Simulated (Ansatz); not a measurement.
NiO under compression and expansion

```xyz
2
Lattice="0.0000 2.2407 2.2407 2.2407 0.0000 2.2407 2.2407 2.2407 0.0000" Properties=species:S:1:pos:R:3 pbc="T T T"
Ni    0.0000    0.0000    0.0000
O     1.1204    1.1204    1.1204
```

The structure comes from a relaxation in the same program, started in the zincblende type, and has space group F-43m. Whether it is a known phase or the ground state wasn't checked.

Semilocal functionals without U often leave such compounds metallic or with too small a gap, and the real magnetic order may differ.

The magnetic state is the one reached from the start moments; no search over orders was made, so it needn't be the ground state.

All numbers are computed: DFT, PBE, all-electron LAPW, scalar-relativistic (Ansatz 0.2.0); DFT, PBE, PAW with Ansatz's default frozen-core files, scalar-relativistic (Ansatz 0.2.0).

For LAPW: a Γ-centred 14×14×14 k mesh, Fermi–Dirac smearing of 0.03 eV, basis error target 0.25 meV/atom, spin-polarised from start moments Ni1 1.5 μB. PAW takes a cutoff of 420 eV at this cell. The Ansatz runs share mesh, smearing and spin set-up. Plane-wave (PAW) pressures include the program's estimate of the Pulay term.

The cell above is scaled evenly, with fractional coordinates and shape held.

```tsv
V/V(cell)	V (Å³/atom)	P, LAPW (GPa)	P, PAW (GPa)	moment, LAPW (μB)	free energy over the lowest listed, PAW (meV/atom)
0.9500	10.688	8.31	8.14	1.86	13.6
0.9750	10.969	3.97	3.80	1.91	3.3
1.0000	11.250	0.15	0.00	1.95	0.0
1.0250	11.531	-3.27	-3.36	1.98	3.0
1.0500	11.813	-6.30	-6.37	1.99	11.6
```

**Question.** What do Birch–Murnaghan fits to the pressures give?

**Answer.** LAPW: V0 = 11.26 Å³/atom, B0 = 144 GPa, B0′ = 3.8; PAW: V0 = 11.25 Å³/atom, B0 = 143 GPa, B0′ = 3.9.

PAW's V0 lies -0.10 % from the all-electron value and its B0 -0.5 %. Symmetry fixes shape and coordinates here, so this is the relaxed modulus.
